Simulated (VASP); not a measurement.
# VASP 6.6.1 run: NaCl

INCAR

```
ISMEAR = -1
ENCUT = 520
EDIFF = 1E-7
ISPIN = 2
NBANDS = 14
PREC = Accurate
MAGMOM = -0.5 0.5
NELM = 120
LREAL = .FALSE.
LWAVE = .FALSE.
IBRION = -1
NSW = 0
SIGMA = 0.02
LCHARG = .FALSE.
ISIF = 2
LASPH = .TRUE.
GGA = PS
```

KPOINTS

```
KPOINTS created by Atomic Simulation Environment
0
Monkhorst-Pack
8 8 8
0 0 0
```

POSCAR

```
Na Cl
 1.0000000000000000
     0.0000000000000000    2.7589767059999999    2.8245598581000002
     2.7589767059999999    0.0000000000000000    2.8245598581000002
     2.7589767059999999    2.7589767059999999    0.0000000000000000
 Na  Cl
   1   1
Cartesian
  0.0000000000000000  0.0000000000000000  0.0000000000000000
  2.7589767059999999  2.7589767059999999  2.8245598581000002
```

The recommended PBE PAW datasets give the neutral cell 14 valence electrons.

Command

```
mpirun -np 1 vasp_std
```

OSZICAR

```
N       E                     dE             d eps       ncg     rms          rms(c)
DAV:   1     0.100688573524E+03    0.10069E+03   -0.70633E+03  8100   0.101E+03
DAV:   2     0.108723598392E+01   -0.99601E+02   -0.91365E+02  8906   0.274E+02
DAV:   3    -0.688595375750E+01   -0.79732E+01   -0.79243E+01 10452   0.717E+01
DAV:   4    -0.701320787692E+01   -0.12725E+00   -0.12720E+00  9672   0.976E+00
DAV:   5    -0.701596310358E+01   -0.27552E-02   -0.27551E-02 10620   0.146E+00    0.442E+00
DAV:   6    -0.698280415114E+01    0.33159E-01   -0.31201E-01 10282   0.547E+00    0.201E+00
DAV:   7    -0.698559428944E+01   -0.27901E-02   -0.63657E-02 10212   0.278E+00    0.126E+00
DAV:   8    -0.699128828758E+01   -0.56940E-02   -0.14367E-02  9474   0.123E+00    0.581E-01
DAV:   9    -0.699280123481E+01   -0.15129E-02   -0.27199E-03  9426   0.482E-01    0.161E-01
DAV:  10    -0.699366247807E+01   -0.86124E-03   -0.27234E-04 10074   0.185E-01    0.678E-02
DAV:  11    -0.699372482280E+01   -0.62345E-04   -0.60449E-05  9966   0.848E-02    0.389E-02
DAV:  12    -0.699375722982E+01   -0.32407E-04   -0.36572E-05  9300   0.506E-02    0.105E-02
DAV:  13    -0.699376005211E+01   -0.28223E-05   -0.27024E-06 10020   0.161E-02    0.288E-03
DAV:  14    -0.699376000674E+01    0.45370E-07   -0.13336E-07  9990   0.324E-03
   1 F= -.69937600E+01 E0= -.69937600E+01  d E =-.157238E-11  mag=     0.0000
```

It converged. Results: pressure 0.7 GPa; magnetic moment of the cell 0.00 μB.

The shifted mesh misses Γ, so a band edge there is missed.

For comparison, a separate PBE run of the intended cell, on usual settings and not on those above, gives a gap of 5.27 eV on its mesh and a pressure of 2.0 GPa.

The run above took about 3 min on one core of a shared host (Intel Xeon Platinum 8488C) and held 0.27 GiB at most.
